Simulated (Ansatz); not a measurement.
Point defect: C vacancy in TaC

These are results of DFT PBE, scalar-relativistic, plane waves, PAW in Ansatz 0.2.0, not measurements. (420 eV cutoff, 4×4×4 k-mesh, shifted by half a step, Gaussian smearing of 0.10 eV, no spin polarisation)

Host crystal, relaxed:

```yaml
crystal:
  lattice:
    - [0.00000, 2.23770, 2.23770]
    - [2.23770, 0.00000, 2.23770]
    - [2.23770, 2.23770, 0.00000]
  atoms:
    - { symbol: Ta, position: [0.00000, 0.00000, 0.00000] }
    - { symbol: C, position: [0.50000, 0.50000, 0.50000] }
```

Supercell of 32 atoms, rows in host cell vectors: 1 1 1; 1 -3 1; 1 1 -3. Atoms relax at the host's cell, keeping the symmetry that the supercell leaves at the site. The cell is small, so energies carry finite-size errors of tenths of an eV. The host is a metal.

Spin–orbit coupling is left out, which can shift energies with elements as heavy as these.

Defect: C vacancy, charge 0.

Command:

```bash
ansatz run input.yaml --threads 4 --pin off --max-ram 10240MiB --backend cpu --events-out ev --progress --plain --runs-dir out
```

The input:

```yaml
crystal:
  lattice:
    - [4.4754013011, 4.4754013011, 4.4754013011]
    - [-4.4754013011, 4.4754013011, -4.4754013011]
    - [-4.4754013011, -4.4754013011, 4.4754013011]
  atoms:
    - { symbol: Ta, position: [0.5, 0.25, 0.25] }
    - { symbol: Ta, position: [0.5, 0.0, 0.5] }
    - { symbol: Ta, position: [0.75, 0.0, 0.25] }
    - { symbol: Ta, position: [0.5, 0.75, 0.75] }
    - { symbol: Ta, position: [0.75, 0.75, 0.5] }
    - { symbol: Ta, position: [0.0, 0.75, 0.25] }
    - { symbol: Ta, position: [0.5, 0.5, 0.0] }
    - { symbol: Ta, position: [0.75, 0.5, 0.75] }
    - { symbol: Ta, position: [0.0, 0.5, 0.5] }
    - { symbol: Ta, position: [0.25, 0.5, 0.25] }
    - { symbol: Ta, position: [0.75, 0.25, 0.0] }
    - { symbol: Ta, position: [0.0, 0.25, 0.75] }
    - { symbol: Ta, position: [0.25, 0.25, 0.5] }
    - { symbol: Ta, position: [0.0, 0.0, 0.0] }
    - { symbol: Ta, position: [0.25, 0.0, 0.75] }
    - { symbol: Ta, position: [0.25, 0.75, 0.0] }
    - { symbol: C, position: [0.5, 0.75, 0.25] }
    - { symbol: C, position: [0.75, 0.75, 0.0] }
    - { symbol: C, position: [0.5, 0.5, 0.5] }
    - { symbol: C, position: [0.75, 0.5, 0.25] }
    - { symbol: C, position: [0.0, 0.5, 0.0] }
    - { symbol: C, position: [0.5, 0.25, 0.75] }
    - { symbol: C, position: [0.75, 0.25, 0.5] }
    - { symbol: C, position: [0.0, 0.25, 0.25] }
    - { symbol: C, position: [0.25, 0.25, 0.0] }
    - { symbol: C, position: [0.75, 0.0, 0.75] }
    - { symbol: C, position: [0.0, 0.0, 0.5] }
    - { symbol: C, position: [0.25, 0.0, 0.25] }
    - { symbol: C, position: [0.0, 0.75, 0.75] }
    - { symbol: C, position: [0.25, 0.75, 0.5] }
    - { symbol: C, position: [0.25, 0.5, 0.75] }
basis:
  ecutwfc: 420
  xc_grid: 2
kpoints:
  mp_grid: { grid: [4, 4, 4], shift: [0.5, 0.5, 0.5] }
hamiltonian:
  xc: pbe
scf:
  occupations: { method: gaussian, width: 0.1 }
output:
  forces: true
  stress: false
  eigenvalues: true
  write_density: true
  write_potential: true
  elf: true
  volumetric_format: npy
relax:
  adjacent_minimum: "off"
  f_tol: 0.025
  max_steps: 45
```

From the output:

```
Warning: RAYON_NUM_THREADS=4 ignored (pool sized by the plan → 4); use --threads N
Crystal: 31 atoms, lattice volume = 358.555 Å³
Basis set: ecut = 420 eV, 6963 PW (Γ), exchange–correlation on 108×108×108 points (8 copies of the dense FFT grid, shifted against one another)
Bands: 165, of which v1, the nominal top of the filled ones, is band 134 counted from 1 (133 counted from 0)
Symmetry: 48 space group operations
Space group: Im-3m (ITA 229), of the structure as read, at distance tolerance 7.1e-5 Å
k-points: 6 of 64
relax step   1: F+E_penalty+E_count = -162698.84621062 eV  Δ(F+E_penalty+E_count) = +0.000e0 eV  max|allowed force component| = 2.123e-1 eV/Å  Δτ_max = 0.0000 Å
relax step   2: F+E_penalty+E_count = -162698.86159855 eV  Δ(F+E_penalty+E_count) = -1.539e-2 eV  max|allowed force component| = 3.649e-2 eV/Å  Δτ_max = 0.0195 Å
relax step   3: F+E_penalty+E_count = -162698.86301050 eV  Δ(F+E_penalty+E_count) = -1.412e-3 eV  max|allowed force component| = 1.022e-2 eV/Å  Δτ_max = 0.0042 Å
SCF converged after 6 iterations
Free energy (F): -162698.863010 eV
E sigma→0 (E₀):  -162698.843463 eV
Fermi energy:    19.397116 eV
```

The relaxation gained 0.02 eV in 3 steps. It took 19 s on 4 threads of Intel(R) Xeon(R) Platinum 8259CL CPU @ 2.50GHz (Skylake/Cascade Lake), on a shared host, peak memory 1.6 GiB.